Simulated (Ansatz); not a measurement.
Sb under changes of volume

One of the cells (26.654 Å³/atom); the others are scaled copies at fixed shape and fractional positions:

```xyz
2
Lattice="3.3545 0.0000 0.0000 -1.6773 2.9051 0.0000 0.0000 0.0000 5.4702" Properties=species:S:1:pos:R:3 pbc="T T T"
Sb    1.6773    0.9684    4.1026
Sb    0.0000    1.9367    1.3675
```

This isn't the form of Sb at room conditions, which is rhombohedral.

| Property | Result |
| --- | --- |
| Program | Ansatz 0.2.0 |
| Functional | PBE |
| Potentials or basis | Ansatz PAW |
| Cutoff | 420 eV (not typed: the program's choice for these potentials) |
| k mesh | 9 × 9 × 5 |
| Occupations | fermi-dirac, width 0.05 eV |
| Spin | no spin polarisation |

```csv
volume (Å³/atom),energy over the lowest point (meV/atom),pressure (GPa)
25.055,38.46,6.1
25.588,21.51,4.3
26.121,9.89,2.8
26.654,?,?
27.187,0.00,0.3
27.720,0.96,-0.9
28.253,5.48,-1.9
```

Q: What does the run at 26.654 Å³/atom give?

A: Energy over the lowest point 2.88 meV/atom; pressure 1.5 GPa.

Worked out: A Birch-Murnaghan fit of order 3 (a polynomial in V^(-2/3)) to the other rows has its minimum at 27.31 Å³/atom with B0 = V·E''(V) = 58 GPa and B' = 4.1 at fixed shape and positions, which overstates the stiffness. It gives 2.81 meV/atom at 26.654 Å³/atom, against the run's 2.88, and -dE/dV = 1.5 GPa, against 1.5.

Energies are extrapolated to zero smearing.
